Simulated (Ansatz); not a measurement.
**Point defect: O interstitial in In₂O₃**

Computed with DFT PBE, scalar-relativistic, plane waves, PAW (Ansatz 0.2.0). (420 eV cutoff, 2×2×2 k-mesh, shifted by half a step, Gaussian smearing of 0.01 eV, collinear spin in charge -1 alone)

Host crystal, relaxed:

```
CELL_PARAMETERS angstrom
2.78762 1.60943 4.91903
-2.78762 1.60943 4.91903
0.00000 -3.21886 4.91903
ATOMIC_POSITIONS crystal
In 0.64280 0.64280 0.64280
In 0.85720 0.85720 0.85720
In 0.35720 0.35720 0.35720
In 0.14280 0.14280 0.14280
O 0.04657 0.75000 0.45343
O 0.75000 0.45343 0.04657
O 0.45343 0.04657 0.75000
O 0.95343 0.25000 0.54657
O 0.54657 0.95343 0.25000
O 0.25000 0.54657 0.95343
```

Supercell of 40 atoms, rows in host cell vectors: -1 1 1; 1 -1 1; 1 1 -1. Atoms relax at the host's cell from a start displaced at random by 0.06 Å near the defect, so other minima may exist. The cell is small, so energies carry finite-size errors of tenths of an eV. The host's Kohn–Sham gap is 0.96 eV. Atoms are taken from and returned to the elements' standard states. Charged cells are corrected for image charges with the computed static dielectric tensor (mean 14.2) and aligned with the host's potential at far atoms (alignment terms reach 0.63 eV; the program doubts the alignment in some charges, where it is up to 0.63 eV). No band-filling term is added, and the Fermi level counts from the host's valence band top.

Defect: O interstitial set at (0.083, 0.333, 0.750) of the host cell. In charges 0, -1, -2 some atom moved by up to 1.7 Å, so the relaxed defect can differ in kind from the start. Before relaxation its nearest neighbours are 1 O at 1.86 Å, 1 O at 1.88 Å, 1 In at 1.94 Å, 1 O at 2.05 Å, 1 O at 2.08 Å, 1 In at 2.08 Å.

```json
{"charge": "0", "E_f at the valence band top (eV)": "1.87", "over the neutral state (eV)": "0.00", "moment (μB)": "0.00", "largest move (Å)": "1.72", "atoms near the site": "1 O at 1.52 Å"}
{"charge": "-1", "E_f at the valence band top (eV)": "4.48", "over the neutral state (eV)": "2.61", "moment (μB)": "0.49", "largest move (Å)": "1.71", "atoms near the site": "1 O at 1.53 Å"}
{"charge": "-2", "E_f at the valence band top (eV)": "7.38", "over the neutral state (eV)": "5.51", "moment (μB)": "0.00", "largest move (Å)": "1.71", "atoms near the site": "1 O at 1.53 Å"}
```

Among the charges computed the stable one is 0 at the valence band top and stays so across the gap. In charge -1, -2 the extra carrier would gain by moving to a band edge of the host, so it isn't bound in the gap. In charge -1 the cell has partly filled bands: a level of the defect may be part filled, the carrier may sit in the host's bands, or levels may cross between the k points, so transitions that involve it are doubtful. Other sites of the defect weren't tried. Fractional moments come from partly filled bands of the small cell.